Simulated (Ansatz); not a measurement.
## Two Ansatz runs on Re

The cell comes from COD entry 1534939, which wasn't checked; take it as a given geometry. The listed cell was then made from it by scaling, straining or moving an atom.

First run: DFT, PBE, all-electron LAPW, scalar-relativistic (Ansatz 0.2.0).

Command: `ansatz run input.yaml --threads 1 --pin off --max-ram 2048MiB --backend cpu --events-out ev --progress --plain --runs-dir out` The run took 29 s on 1 thread of AMD EPYC 7R43 64-Core Processor (Zen 3), with other jobs on the host, peak memory 0.41 GiB.

```yaml
crystal:
  lattice:
    - [0.0, 1.9350255327, 1.9350255327]
    - [1.9350255327, 0.0, 1.9350255327]
    - [1.9350255327, 1.9350255327, 0.0]
  atoms:
    - { symbol: Re, position: [0.0, 0.0, 0.0] }
kpoints:
  mp_grid: { grid: [14, 14, 14] }
scf:
  occupations: { method: fermi_dirac, width: 0.05 }
hamiltonian:
  xc: pbe
  pseudopotentials: { kind: all_electron, lapw: { basis_error: 0.00025 } }
output:
  forces: true
  stress: true
  eigenvalues: true
```

Result: converged; pressure 13.50 GPa; 8 SCF iterations.

No spin–orbit coupling, which matters for the heavy atoms here.

A second input differs as follows:

```diff
@@ -10,6 +10,7 @@
 scf:
   occupations: { method: fermi_dirac, width: 0.05 }
+  max_iter: 60
 hamiltonian:
-  xc: pbe
+  xc: b3-lyp
   pseudopotentials: { kind: all_electron, lapw: { basis_error: 0.00025 } }
 output:
```

Problem. What is wrong with it, and what does the program do?

Solution. The fault is an unknown functional. The run refused before any iteration. The log ends:
```
13 | hamiltonian:
14 |   xc: b3-lyp
   |       ^ hamiltonian.xc: unknown variant `b3-lyp`, expected one of `lda`, `lda-pw`, `pw92`, `pbe`, `pbesol`, `rpbe`, `revpbe`, `blyp`, `pbe0`, `revpbe0`, `b3lyp`, `b3lyp5`, `hse06`, `wpbeh`, `hiss`, `lc_wpbe`, `cam_b3lyp`, `hf`, `r2scan`, `r2scanh`, `r2scan0`, `r2scan50`, `mr2scan`
15 |   pseudopotentials: { kind: all_electron, lapw: { basis_error: 0.00025 …
16 | output:
   |
```
